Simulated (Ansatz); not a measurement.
# Sn: one candidate structure

Where does Sn go from the start given, omega type (P6/mmm, No. 191)?

Computed with Ansatz 0.2.0 (DFT PBE, scalar-relativistic, plane waves, PAW, unless a step's input says otherwise).

## 1. Starting point

The structure is hexagonal, space group P6/mmm (No. 191). Conventional cell: a = 6.151 Å, b = 6.151 Å, c = 3.771 Å, α = 90.00°, β = 90.00°, γ = 120.00°. Sn (site symmetry 6/mmm) is surrounded by 14 Sn at 3.77 to 4.02 Å. Sn (site symmetry -6m2) has 11 Sn at 3.55 to 4.02 Å as nearest neighbours.

Structure file:

```cif
data_structure
_symmetry_space_group_name_H-M 'P 1'
_symmetry_Int_Tables_number 1
_cell_length_a 6.1511
_cell_length_b 6.1511
_cell_length_c 3.7709
_cell_angle_alpha 90.000
_cell_angle_beta 90.000
_cell_angle_gamma 120.000
_cell_volume 123.56
loop_
_atom_site_label
_atom_site_type_symbol
_atom_site_fract_x
_atom_site_fract_y
_atom_site_fract_z
_atom_site_occupancy
Sn1 Sn 0.00000 0.00000 0.00000 1
Sn2 Sn 0.33333 0.66667 0.50000 1
Sn3 Sn 0.66667 0.33333 0.50000 1
```

(A quick probe on a coarse mesh, which set the mesh and smearing, is not shown.)

## 3. A loose first relaxation

Contents of input.yaml:

```yaml
crystal:
  lattice:
    - [6.1511416999, 0.0, 0.0]
    - [-3.07557085, 5.3270449744, 0.0]
    - [0.0, 0.0, 3.770917303]
  atoms:
    - { symbol: Sn, position: [0.0, 0.0, 0.0] }
    - { symbol: Sn, position: [0.3333333333, 0.6666666667, 0.5] }
    - { symbol: Sn, position: [0.6666666667, 0.3333333333, 0.5] }
basis:
  ecutwfc: 420
kpoints:
  mp_grid: { grid: [3, 3, 4] }
hamiltonian:
  xc: pbe
scf:
  occupations: { method: gaussian, width: 0.1 }
  lower_state_search: "off"
output:
  forces: true
  stress: true
  eigenvalues: true
relax:
  adjacent_minimum: "off"
  f_tol: 0.04
  max_steps: 70
  cell: { stress_tol: 0.4 }
```

Further runs follow: coarse relaxation; the relaxation.

**Question.** What will these runs give?

As calculated:

```
       quantity                                                                       value
           cell  a = 5.430 Å, b = 5.430 Å, c = 3.269 Å, α = 90.00°, β = 90.00°, γ = 120.00°
    space group                                                            P6/mmm (No. 191)
         volume                                                               27.82 Å³/atom
gap on the mesh                                                                none (metal)
```

What this shows: The space group stayed P6/mmm, and from the first guess the volume went from 41.19 to 27.82 Å³/atom.
